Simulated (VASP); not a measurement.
TePb, 2 atoms in the cell. The structure is cubic, space group Fm-3m (No. 225). The conventional cell has a = 6.462 Å, b = 6.462 Å, c = 6.462 Å, α = 90.00°, β = 90.00°, γ = 90.00°. Te (site symmetry m-3m) has 6 Pb at 3.23 Å as nearest neighbours. Around Pb (site symmetry m-3m) lie 6 Te at 3.23 Å. 

- Program: VASP 6.6.1
- Task: relaxation of cell and atoms
- Functional: PBEsol
- Potentials or basis: VASP PAW PBE potentials, release 64 (Te, Pb_d)
- Cutoff: 600 eV
- k mesh: 8 × 8 × 8
- Occupations: gaussian, width 0.03 eV
- Spin: no spin polarisation
- Further INCAR settings: ALGO = Normal; EDIFF = 1e-06; IBRION = 2; EDIFFG = -0.01; NSW = 90; ISIF = 3

Potentials or basis: VASP PAW PBE potentials, release 64 (Te, Pb_d).

Launch:

```console
$ cat potpaw_PBE.64/Te/POTCAR potpaw_PBE.64/Pb_d/POTCAR > POTCAR
$ mpirun -np 1 vasp_std > vasp.out
```

Hardware: 1 thread of Intel(R) Xeon(R) 6975P-C (Granite Rapids), on a shared host.

How long does it take, and how much memory?

It took 29 s on 1 thread of Intel(R) Xeon(R) 6975P-C (Granite Rapids), on a shared host, peak memory 0.25 GiB. Counts: scf iterations 24, k points 29, ion steps 3.
